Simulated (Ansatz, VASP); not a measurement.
## Al in VASP and in Ansatz

```xyz
1
Lattice="-1.5876 1.5876 1.5876 1.5876 -1.5876 1.5876 1.5876 1.5876 -1.5876" Properties=species:S:1:pos:R:3 pbc="T T T"
Al    0.0000    0.0000    0.0000
```

Alike in both runs: task single point; functional BLYP; k mesh 15 × 15 × 15; occupations fermi-dirac, width 0.1 eV; no spin polarisation.

```csv
,VASP,Ansatz
version,VASP 6.6.1,Ansatz 0.2.0
potentials or method,"VASP PAW PBE potentials, release 64 (Al)","plane waves (420 eV) with PAW, scalar-relativistic"
plane-wave cutoff (eV),520,420
valence electrons in the cell,3,3
```

|  | VASP | Ansatz | Ansatz less VASP |
| --- | --- | --- | --- |
| pressure (GPa) | 8.3 | 8.1 | -0.16 |

Caveats: the PAW data sets were made with another functional, which shifts forces and pressure a little (VASP).
